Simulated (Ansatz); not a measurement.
# Supercells of wurtzite SiC, size series (200 atoms): plane waves and support functions

How do plane waves and support functions scale when wurtzite SiC, size series (200 atoms) is repeated?

Method: Kohn-Sham DFT, PBEsol, PAW (set soft_2), plane waves, in Ansatz 0.2.0.

Most raw output is cut from this account.

### Step 1. Set-up

The cell holds 200 atoms: 100 Si and 100 C. Its edges and angles: a = 15.380 Å, b = 15.380 Å, c = 10.096 Å, α = 90.0°, β = 90.0°, γ = 120.0°. It derives from SiC (wurtzite), repeated 5×5×2. Wurtzite SiC (a = 3.076 Å, c = 5.048 Å), 5 x 5 x 2 conventional cells; every coordinate displaced by a Gaussian of 0.08 Å.

### Step 2. Plane waves, typed cell on a dense mesh

The typed cell on a k-mesh is the yardstick: it samples like Γ on the cell repeated as often as the mesh has points along each axis. Its own convergence isn't tested.

input.yaml

```yaml
crystal:
  lattice:
    - [15.38, 0.0, 0.0]
    - [-7.69, 13.31947, 0.0]
    - [0.0, 0.0, 10.096]
  atoms:
    - { symbol: Si, position: [0.0072, 0.00252, 0.00204] }
    - { symbol: C, position: [0.06298, 0.13689, 0.06488] }
    - { symbol: Si, position: [0.06554, 0.13664, 0.25402] }
    - { symbol: C, position: [0.00401, 0.00547, 0.30757] }
    - { symbol: Si, position: [0.00079, 0.00345, 0.49234] }
    - { symbol: C, position: [0.0732, 0.13752, 0.56027] }
    - { symbol: Si, position: [0.07697, 0.14874, 0.75154] }
    - { symbol: C, position: [0.00134, 0.00285, 0.81427] }
    - { symbol: Si, position: [0.01074, 0.20269, 0.01031] }
    - { symbol: C, position: [0.07422, 0.3262, 0.06461] }
    - { symbol: Si, position: [0.06617, 0.32833, 0.25338] }
    - { symbol: C, position: [0.00073, 0.19843, 0.31816] }
    - { symbol: Si, position: [0.00195, 0.20921, 0.50632] }
    - { symbol: C, position: [0.06051, 0.33428, 0.55802] }
    - { symbol: Si, position: [0.05747, 0.32962, 0.75984] }
    - { symbol: C, position: [0.00452, 0.2085, 0.82131] }
    - { symbol: Si, position: [0.9964, 0.40915, 7.0e-05] }
    - { symbol: C, position: [0.04578, 0.52075, 0.06232] }
    - { symbol: Si, position: [0.06324, 0.53251, 0.26758] }
    - { symbol: C, position: [0.99682, 0.40124, 0.30716] }
    - { symbol: Si, position: [0.00859, 0.41061, 0.49381] }
    - { symbol: C, position: [0.06177, 0.51763, 0.57335] }
    - { symbol: Si, position: [0.05923, 0.53247, 0.73754] }
    - { symbol: C, position: [0.99351, 0.40321, 0.81957] }
    - { symbol: Si, position: [0.00088, 0.6026, 0.98921] }
    - { symbol: C, position: [0.07736, 0.7277, 0.06101] }
    - { symbol: Si, position: [0.0534, 0.7261, 0.25922] }
    - { symbol: C, position: [0.00215, 0.60928, 0.32213] }
    - { symbol: Si, position: [0.98626, 0.59369, 0.50116] }
    - { symbol: C, position: [0.07281, 0.74214, 0.57509] }
    - { symbol: Si, position: [0.07642, 0.74682, 0.76492] }
    - { symbol: C, position: [0.00939, 0.60361, 0.81649] }
    [... 162 atom lines left out ...]
    - { symbol: Si, position: [0.85789, 0.93131, 0.25201] }
    - { symbol: C, position: [0.791, 0.7912, 0.31099] }
    - { symbol: Si, position: [0.79186, 0.78582, 0.49386] }
    - { symbol: C, position: [0.87636, 0.93462, 0.56129] }
    - { symbol: Si, position: [0.87184, 0.93399, 0.74782] }
    - { symbol: C, position: [0.79851, 0.80131, 0.81376] }
kpoints:
  mp_grid: { grid: [2, 2, 3] }
hamiltonian:
  xc: pbesol
scf:
  occupations: { method: fixed }
output:
  forces: true
  stress: true
  populations: true
  dos:
    method: { smearing: { sigma: 0.08 } }
    de: 0.1
    projected: { site_lists: { C: [C], Si: [Si] } }
  eigenvalues: true
```

The run is started by

```console
$ ansatz run input.yaml --threads 4 --pin off --max-ram 15872MiB --backend cpu --events-out ev --progress --plain --runs-dir out
```

Elapsed: 7.1 min, on 4 threads of Intel Xeon 6975P-C (Granite Rapids), shared host; peak memory 9.5 GiB; 27 min of CPU time.

The program notes that it cut back its work space to fit the memory limit.

Numbers from this run:

```
free energy                                      : -86821.0522 eV
free energy per atom                             : -434.1053 eV/atom
SCF cycles                                       : 8
pressure                                         : 5.866 GPa
r.m.s. force component                           : 2.438 eV/Å
longest force                                    : 11.34 eV/Å
Fermi energy                                     : 9.995 eV
gap (highest filled to lowest empty level) : 1.388 eV
spilling of the projection                       : 0.01049
```

The r.m.s. force component of 2.4 eV/Å sets the scale for the differences below.

### Step 3. Plane waves, 200 atoms

The typed cell is solved at Γ alone, the coarsest sampling of the series.

input.yaml, the sections that differ from step 2:

```yaml
kpoints:
  mp_grid: { grid: [1, 1, 1] }
output:
  forces: true
  eigenvalues: true
# crystal, hamiltonian, scf: as in step 2
```

Elapsed: 15 s, on 4 threads; peak memory 3.3 GiB.

It converged in 8 SCF cycles; the log is left out.

The energy lies 8.41 meV/atom above the dense-mesh reference.

### Step 4. Support functions, 200 atoms

The typed cell is solved at Γ alone, now in support functions.

This step: Kohn-Sham DFT, PBEsol, PAW (set soft_2), localised support functions (medium) (Ansatz 0.2.0).

Changes to input.yaml since step 3:

```diff
@@ -13,2 +13,4 @@
   occupations: { method: fixed }
+  eigensolver: { kind: { support_functions: { accuracy: medium } } }
+  max_iter: 150
 output:
```

Wall time 90 s (4 threads); peak memory 5.3 GiB; 5.9 min of CPU time.

The program notes that the band table was not solved further than the SCF left it and it switched symmetry off.

The energy lies 6.45 meV/atom above the dense-mesh reference, and 2.0 meV/atom below plane waves of the same size, an offset between the two bases that leaves the sampling error alike.

### Step 5. Plane waves, 400 atoms

The cell is repeated and solved at Γ in plane waves, whose cost grows towards the cube of the size.

This step: Kohn-Sham DFT, PBEsol, PAW (set soft_2), plane waves (Ansatz 0.2.0).

input.yaml, the sections that differ from step 4:

```yaml
crystal:
  lattice:
    - [15.38, 0.0, 0.0]
    - [-7.69, 13.31947, 0.0]
    - [0.0, 0.0, 10.096]
  atoms:
    [... the 200 atom lines of step 2 ...]
  supercell: [1, 1, 2]
scf:
  occupations: { method: fixed }
# kpoints, hamiltonian, output: as in step 4
```

Run time: 72 s. Hardware: 4 threads; peak memory 8.7 GiB; 4.7 min of CPU time.

The program notes that it cut back its work space to fit the memory limit.

It converged in 8 SCF cycles; the log is left out.

The energy lies 9.57 meV/atom above the dense-mesh reference.

### Step 6. Support functions, 400 atoms

The repeated cell is solved at Γ in support functions.

This step: Kohn-Sham DFT, PBEsol, PAW (set soft_2), localised support functions (medium) (Ansatz 0.2.0).

Changes to input.yaml since step 5:

```diff
@@ -14,2 +14,4 @@
   occupations: { method: fixed }
+  eigensolver: { kind: { support_functions: { accuracy: medium } } }
+  max_iter: 150
 output:
```

Elapsed: 3.8 min, on 4 threads; peak memory 8.2 GiB; 15 min of CPU time.

The energy lies 7.64 meV/atom above the dense-mesh reference, and 1.9 meV/atom below plane waves of the same size, an offset between the two bases that leaves the sampling error alike.

### Step 7. Cost and error against size

Differences are against the typed cell on a 2×2×3 mesh, which samples like Γ on 2400 atoms (r.m.s. force component 2.44 eV/Å, gap 1.39 eV). Every repeated cell is solved at Γ, and forces are averaged over the copies of each atom. Hardware: 4 threads of Intel Xeon 6975P-C (Granite Rapids), shared host.

```tsv
atoms	repeats	basis	Δ force, r.m.s. (meV/Å)	Δ energy (meV/atom)	less plane waves of the same size (meV/atom)	gap (eV)	spread among copies (meV/Å)	SCF cycles	time	host memory (GiB)
200	1×1×1	plane waves	36.3	8.41	-	1.55	-	8	15 s	3.3
200	1×1×1	support functions	36.3	6.45	-2.0	1.55	-	9	90 s	5.3
400	1×1×2	plane waves	18.9	9.57	-	1.55	0	8	72 s	8.7
400	1×1×2	support functions	19.0	7.64	-1.9	1.55	0.15	9	3.8 min	8.2
```

### Step 8. What the reference run shows

The comparisons rest on this run, so its electronic structure is set out here.

Neighbours are counted within 2.28 Å (C-Si), cutoffs set anew for this text.

Length of the force by element and coordination:

```tsv
element	coordination	atoms	mean length of the force (eV/Å)	spread	least	most
C	all	100	3.53	1.90	0.724	8.90
C	3	2	4.45	0.411	4.04	4.86
C	4	98	3.51	1.91	0.724	8.90
Si	all	100	3.96	1.96	0.957	11.3
Si	3	2	3.92	0.0939	3.83	4.02
Si	4	98	3.96	1.98	0.957	11.3
```

Löwdin charges by element and coordination (they lack the spilled electrons, 0.042 e an atom on average):

```tsv
element	coordination	atoms	mean charge (e)	spread	least	most
C	all	100	-0.974	0.0422	-1.15	-0.894
C	3	2	-0.970	0.0356	-1.01	-0.934
C	4	98	-0.974	0.0423	-1.15	-0.894
Si	all	100	1.06	0.045	0.957	1.14
Si	3	2	0.985	0.0187	0.966	1.00
Si	4	98	1.06	0.0442	0.957	1.14
```

States in the cell by windows of 1 eV, zero at the Fermi level; the larger projections on atomic orbitals stand beside the total:

```tsv
from (eV)	to (eV)	total	C p	Si p	Si s	C s
-14	-13	36.6	3.0	10.5	8.7	14.2
-13	-12	47.0	3.5	13.8	9.0	20.4
-12	-11	48.1	2.7	15.7	5.7	23.7
-11	-10	23.9	1.2	8.3	1.7	12.6
-10	-9	6.5	2.9	1.5	1.5	0.6
-9	-8	49.8	24.6	8.6	13.2	3.1
-8	-7	54.8	26.8	10.4	12.3	5.0
-7	-6	56.8	28.7	14.9	7.0	5.7
-6	-5	62.9	34.5	18.2	5.3	4.4
-5	-4	75.5	44.8	21.8	4.3	3.8
-4	-3	92.1	58.9	25.7	3.4	2.9
-3	-2	98.5	67.8	24.4	2.4	2.3
-2	-1	74.0	54.7	15.3	1.2	1.2
-1	0	29.6	23.8	4.2	0.3	0.4
0	1	0.3	0.3	0.0	0.0	0.0
1	2	4.4	0.9	2.0	0.3	0.4
2	3	38.4	6.4	16.6	3.4	5.4
3	4	61.4	10.4	26.1	6.0	8.0
4	5	67.3	11.5	27.3	8.6	7.6
```

The curve was stored every 0.10 eV, coarse against its broadening of 0.08 eV, so these counts are rough.

With fixed occupations the program's Fermi level is the highest filled level; weight inside the gap is the broadening of levels at its edges.

Between -17 and -14 eV lie 44 more states.

The levels nearest the highest filled one (over half full), pooled over k-points and spins:

```tsv
level less the highest filled one (eV)	occupation
-0.165	2
-0.120	2
-0.111	2
-0.078	2
-0.0229	2
0	2
1.39	0
1.42	0
1.44	0
1.57	0
1.59	0
1.61	0
```

Mean Löwdin charges: C -0.97, Si +1.06 e (they miss 1.0 % of the electrons, so they add up to more than the cell's charge). The largest share in the top eV of filled states is C p (83 % of the projected weight), and in the lowest eV of empty states Si p (54 % of the projected weight).

### Step 9. Summary of results

```json
{
 "free energy per atom": "-434.1053 eV/atom",
 "density": "3.219 g/cm³",
 "pressure": "5.866 GPa",
 "r.m.s. force component": "2.438 eV/Å",
 "gap (highest filled to lowest empty level)": "1.388 eV",
 "wall time of the 5 DFT runs": "14 min"
}
```

**Reading.** Repeating the cell at Γ samples more k-points: in plane waves the energy difference from the dense mesh goes from 8.41 meV/atom at 200 atoms to 9.57 at 400, and the force difference from 36 to 19 meV/Å; the gap stays at 1.55 eV. At equal size the support functions lie 1.9 to 2.0 meV/atom below plane waves, likely because their grid holds more waves than 420 eV; no run tests this. At the largest size the support functions' forces differ from the reference by 0.78 % of the r.m.s. force, which holds the difference of sampling between the two as well as that of the basis.

Filled and empty levels are parted by 1.39 eV (on the run's k-points); a semilocal functional tends to put such gaps too low.

**Limits.** The geometry was built by rule, was displaced at random and isn't relaxed at this level: its force components are 2.4 eV/Å r.m.s. The stress is far from hydrostatic: its diagonal is 3.4, 9.1, 5.1 GPa, compression counted positive. The pressure of 5.9 GPa belongs to a cell and atoms that aren't relaxed at this level.

[Logs are printed without paths, hosts, clocks, repeated set-up lines and the standing remarks that a program may print on its own settings, such as how far it seeks lower states.]

[Hosts, paths, dates, database ids (printed as entryN), source tags and the programs' standing remarks are cut or masked in the printed files.]
